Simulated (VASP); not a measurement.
The system is MgO.

```
Mg O
1.0
    -0.09705    2.27874    2.27874
     2.27874   -0.09705    2.27874
     2.27874    2.27874   -0.09705
Mg O
1 1
Cartesian
  -0.0161 -0.0161 -0.0161
  1.1312 1.1312 1.1312
```

The cell was built by a generator and needn't be a form met in nature.

The cell isn't the ideal one: epitaxial_111 strain +4.1%.

Program: VASP 6.6.1. Alike in all runs: task single point; potentials or basis VASP PAW PBE potentials, release 64 (Mg, O); no spin polarisation; cell epitaxial_111 strain +4.1%; cutoff (eV) 520.

Order these runs on this cell by their band gap on the k mesh, lowest first.
A. level r2SCAN; k mesh 10 × 10 × 10; smearing gaussian 0.01 eV
B. level PBE; k mesh 10 × 10 × 10; smearing fermi-dirac 0.02 eV
C. level HSE06; k mesh 6 × 6 × 6; smearing gaussian 0.01 eV; exchange at q = 0 truncated; grid for exact exchange (PRECFOCK) Normal; screening parameter 0.2079 1/A

B (3.09 eV), A (3.75 eV), C (4.65 eV).
